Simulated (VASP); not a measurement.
Runs of VASP 6.6.1 on Mg. Symmetry: I4/mmm, No. 139, tetragonal system. The conventional cell has a = 3.672 Å, b = 3.672 Å, c = 3.359 Å, α = 90.00°, β = 90.00°, γ = 90.00°. Mg (site symmetry 4/mmm) is surrounded by 10 Mg at 3.09 to 3.36 Å. This isn't the form of Mg at room conditions, which is hcp.

```csv
task,level,potentials or basis,cell,k mesh,cutoff (eV),smearing,grid for exact exchange (PRECFOCK),other keys,gap on the mesh (eV),pressure (GPa),relaxed volume (Å³/atom)
electric field gradients,HSE03+D4,"VASP PAW PBE potentials, release 64 (Mg)",volume scaled by 1.15,8 × 8 × 8,520,gaussian 0.05 eV,Normal,k = 8 × 8 × 8,none,-4.5,-
relaxation of cell and atoms,RPBE,"VASP PAW PBE potentials, release 64 (Mg)",relaxed,11 × 11 × 11,600,fermi-dirac 0.05 eV,-,-,none,0.0,23.46
relaxation of cell and atoms,LDA,"VASP PAW LDA potentials, release 64 (Mg)",relaxed,11 × 11 × 11,600,fermi-dirac 0.05 eV,-,-,none,0.0,21.33
single point,LDA,"VASP PAW LDA potentials, release 64 (Mg)",as given,11 × 11 × 11,520,gaussian 0.02 eV,-,-,none,(b),-
density of states,rev-vdW-DF2,"VASP PAW PBE potentials, release 64 (Mg)",cell strained at random at fixed volume,11 × 11 × 11,520,fermi-dirac 0.1 eV,-,-,none,0.1,-
single point,PBE,"VASP PAW PBE potentials, release 64 (Mg)",as given,11 × 11 × 11,520,fermi-dirac 0.05 eV,-,-,none,(a),-
```

Alike in all rows: no spin polarisation.

Question: Estimate the missing entries.

Answer: (a) 0.4; (b) -1.9.

Caveats: the PAW data sets were made with another functional, which shifts forces and pressure a little (some runs); pairwise dispersion overbinds metals, which lowers pressure and volume (some runs).

A gap of «none» marks a metal or a gap under the smearing width.
